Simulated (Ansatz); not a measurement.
# MoS2: a single-point run

Wanted: a converged single-point run for MoS2, and a check of what comes out. The structure is shown as the input types it.

Method: density functional or hybrid calculation with the settings of its input, plane waves (as first typed), in Ansatz 0.2.0.

5 further runs of the same task are left out: 1 for a known fault of the program, 4 that didn't finish.

## (1) The starting structure

Symmetry: R3m, No. 160, trigonal system. Conventional cell: a = 3.175 Å, b = 3.175 Å, c = 18.582 Å, α = 90.00°, β = 90.00°, γ = 120.00°. Mo (site symmetry 3m) has 6 S at 2.40 Å as nearest neighbours. Around S (site symmetry 3m) lie 3 Mo at 2.40 Å.

Coordinates:

```xyz
3
Lattice="1.5876 0.9166 6.1939 -1.5876 0.9166 6.1939 0.0000 -1.8332 6.1939" Properties=species:S:1:pos:R:3 pbc="T T T"
Mo    0.0000    0.0000   -0.0003
S     0.0000    0.0000    7.7486
S     0.0000    0.0000    4.6395
```

## (2) Running it

File input.yaml:

```yaml
crystal:
  lattice:
    - [1.5875907338, 0.9165959375, 6.1939396005]
    - [-1.5875907338, 0.9165959375, 6.1939396005]
    - [0.0, -1.8331918751, 6.1939396005]
  atoms:
    - { symbol: Mo, position: [-1.46006e-05, -1.46006e-05, -1.46006e-05] }
    - { symbol: S, position: [0.417001512, 0.417001512, 0.417001512] }
    - { symbol: S, position: [0.2496797553, 0.2496797553, 0.2496797553] }
kpoints:
  mp_grid: { grid: [6, 6, 6] }
hamiltonian:
  xc: pbe
scf:
  occupations: { method: fixed }
  n_extra_bands: 4
  mixing: { beta: 0.005 }
  max_iter: 96
output:
  forces: true
  stress: true
  eigenvalues: true
```

The run is started by

```bash
> ansatz run input.yaml --threads 4 --pin off --max-ram 3686MiB --backend cpu --events-out ev --progress --plain --runs-dir out
```

Q: Will this input give a usable result? If not, why, and what should change?

The program finished normally. That alone doesn't make the input a sound one.

In the input, scf.mixing.beta is 0.005. The risk: mixing too weak. Here it converged all the same; such a setting changes the road, not the converged state.

The test: delete scf.mixing.beta (the default then holds).
